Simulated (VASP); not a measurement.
Here is a VASP 6.6.1 calculation.

The input INCAR:

```
SYSTEM = Rh
  PREC = Accurate
  ENCUT = 520
  EDIFF = 1E-6
  ISMEAR = -1
  SIGMA = 0.08
  LREAL = .False.
  LASPH = .True.
  NELM = 100
  ALGO = Normal
  ISIF = 2
  LWAVE = .False.
  LCHARG = .False.
  GGA = PE
  NBANDS = 14
```

The input KPOINTS:

```
Automatic mesh
0
Gamma
  16 16 16
  0 0 0
```

The input POSCAR:

```
Rh
1.0
    0.0000000000      1.8646231839      1.9776120000
    1.8646231839      0.0000000000      1.9776120000
    1.8646231839      1.8646231839      0.0000000000
Rh
1
Direct
    0.0000000000      0.0000000000      0.0000000000
```

Potentials or basis: VASP PAW PBE potentials, release 64 (Rh_pv).

Command:

```sh
$ cat potpaw_PBE.64/Rh_pv/POTCAR > POTCAR
$ mpirun -np 1 vasp_std > vasp.out
```

Task: What does it give for the band gap on the k mesh?

Result: None (metal or under the smearing width).

Task: Estimate the pressure.

Result: 6.8 GPa.

Stress tensor (GPa, compression positive):
```
11.65  0.00  0.00
 0.00 11.65  0.00
 0.00  0.00 -2.99
```
